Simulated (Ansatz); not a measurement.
NaI built on the zincblende prototype, relaxed with r2SCAN in Ansatz. The symmetry is F-43m (No. 216, cubic); conventional cell a = 7.086 Å, 44.48 Å³ an atom. Around Na lie 4 I at 3.07 Å; around I lie 4 Na at 3.07 Å.

The axes x, y and z are those of this cell:
```
Na I
1.0
     0.00000    3.54319    3.54319
     3.54319    0.00000    3.54319
     3.54319    3.54319    0.00000
Na I
1 1
Direct
  0.00000 0.00000 0.00000
  0.25000 0.25000 0.25000
```

Unstrained: PBE gives a direct gap of 3.825 eV at Γ. With r2SCAN the gap is 4.419 eV and direct, at Γ. With HSE06 the gap is 4.812 eV and direct, at Γ. Meshes: PBE 6×6×6, r2SCAN 6×6×6, HSE06 4×4×4. Strains are changes of length per length. After each strain the atoms were relaxed again with r2SCAN in this cell and within any symmetry left, so distortions that break it or need a larger cell weren't tested; points keep the names that they have in the unstrained zone. The calculation is spin-unpolarised, and the structure need not be a phase that has been made.

(1) For epitaxial +3.9 % in the plane normal to [111], how far does the free direction move, and what happens to the gap?

(2) For epitaxial -0.47 % in the xy plane, how far does the free direction move, and what happens to the gap?

(3) Estimate what biaxial -3.24 % in x and y, z held does to the gap.

(4) Order the strained cells by their HSE06 gap, smallest first.
A. epitaxial +3.9 % in the plane normal to [111]
B. biaxial -3.24 % in x and y, z held
C. epitaxial -0.47 % in the xy plane

Answers

(1) The normal strain at zero normal stress is -5.08 %, 1.30 of the in-plane strain with the sign turned. PBE: the gap goes from 3.825 to 3.594 eV (-0.231 eV); with r2SCAN the top three valence levels at Γ, degenerate before, become 1+2 from the top over 221 meV. r2SCAN: the gap goes from 4.419 to 4.180 eV (-0.239 eV). HSE06: the gap goes from 4.812 to 4.569 eV (-0.243 eV).

(2) The normal strain at zero normal stress is +0.89 %, 1.89 of the in-plane strain with the sign turned. PBE: the gap goes from 3.825 to 3.820 eV (-0.005 eV); with r2SCAN the top three valence levels at Γ, degenerate before, become 2+1 from the top over 16 meV. r2SCAN: the gap goes from 4.419 to 4.414 eV (-0.005 eV). HSE06: the gap goes from 4.812 to 4.807 eV (-0.005 eV).

(3) PBE: the gap goes from 3.825 to 3.923 eV (+0.097 eV); with r2SCAN the top three valence levels at Γ, degenerate before, become 2+1 from the top over 43 meV. r2SCAN: the gap goes from 4.419 to 4.520 eV (+0.101 eV). HSE06: the gap goes from 4.812 to 4.917 eV (+0.105 eV). The r2SCAN energy rises by 7.7 meV an atom.

(4) A (4.57 eV), C (4.81 eV), B (4.92 eV).

No spin-orbit coupling is included; it can move band edges with weight on the heavy atoms by tenths of an eV.

The meshes of the hybrids are coarse, so their gaps aren't converged to the digits shown.

The splittings at Γ are without spin-orbit coupling, which is tenths of an eV in such compounds, regroups them and changes the shifts of the gap.
